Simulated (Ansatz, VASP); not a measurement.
## MgB2 in VASP and in Ansatz

The input POSCAR:

```
MgB2
1.0
    3.0433056997      0.0000000000      0.0000000000
   -1.5216528499      2.6355800475      0.0000000000
    0.0000000000      0.0000000000      3.4753860551
Mg B
1 2
Direct
    0.0000000000      0.0000000000      0.0000000000
    0.6666666667      0.3333333333      0.5000000000
    0.3333333333      0.6666666667      0.5000000000
```

The input INCAR.step1:

```
PREC = Accurate
ENCUT = 520
ISMEAR = -1
SIGMA = 0.05
LREAL = F
LASPH = T
NELM = 100
NBANDS = 11
GGA = PE
ALGO = Normal
EDIFF = 1E-4
LWAVE = T
LCHARG = F
```

File INCAR.step2:

```
PREC = Accurate
ENCUT = 520
EDIFF = 1E-6
ISMEAR = -1
SIGMA = 0.05
LREAL = F
LASPH = T
NELM = 100
ALGO = Normal
ISIF = 2
LWAVE = F
LCHARG = F
METAGGA = R2SCAN
LMIXTAU = T
NBANDS = 11
ISTART = 1
```

Contents of KPOINTS:

```
regular mesh
0
Gamma
  10 10 8
```

Contents of input.yaml:

```yaml
crystal:
  lattice:
    - [3.0433056997, 0.0, 0.0]
    - [-1.5216528499, 2.6355800475, 0.0]
    - [0.0, 0.0, 3.4753860551]
  atoms:
    - { symbol: Mg, position: [0.0, 0.0, 0.0] }
    - { symbol: B, position: [0.6666666667, 0.3333333333, 0.5] }
    - { symbol: B, position: [0.3333333333, 0.6666666667, 0.5] }
hamiltonian:
  xc: r2scan
  pseudopotentials: { kind: paw }
kpoints:
  mp_grid: { grid: [10, 10, 8] }
scf:
  occupations: { method: fermi_dirac, width: 0.05 }
output:
  forces: true
  stress: true
  eigenvalues: true
  write_density: true
  write_potential: true
  elf: true
  volumetric_format: npy
```

Alike in both runs: task single point; functional r2SCAN; k mesh 10 × 10 × 8; occupations fermi-dirac, width 0.05 eV; no spin polarisation.

|  | VASP | Ansatz |
| --- | --- | --- |
| version | VASP 6.6.1 | Ansatz 0.2.0 |
| potentials or method | VASP PAW PBE potentials, release 64 (Mg, B) | Ansatz PAW |
| plane-wave cutoff (eV) | 520 | 500 |
| valence electrons in the cell | 8 | 16 |

Ansatz gave:

```
gap on the k mesh at the Fermi level (eV)       : none
pressure (GPa)                                  : 4.5
largest component of the traceless stress (GPa) : 1.53
```

What did VASP give for the same quantities?

gap on the k mesh at the Fermi level (eV): none; pressure (GPa): 4.1; largest component of the traceless stress (GPa): 1.81.

A gap of «none» marks a metal or a gap that the smearing closes. The two sets of potentials don't hold the same shells in valence.

Caveats: the PAW data sets were made with another functional, which shifts forces and pressure a little (VASP); the PAW data sets come from PBE, with cores solved anew for the run's functional, which leaves a small shift of forces and pressure (Ansatz).
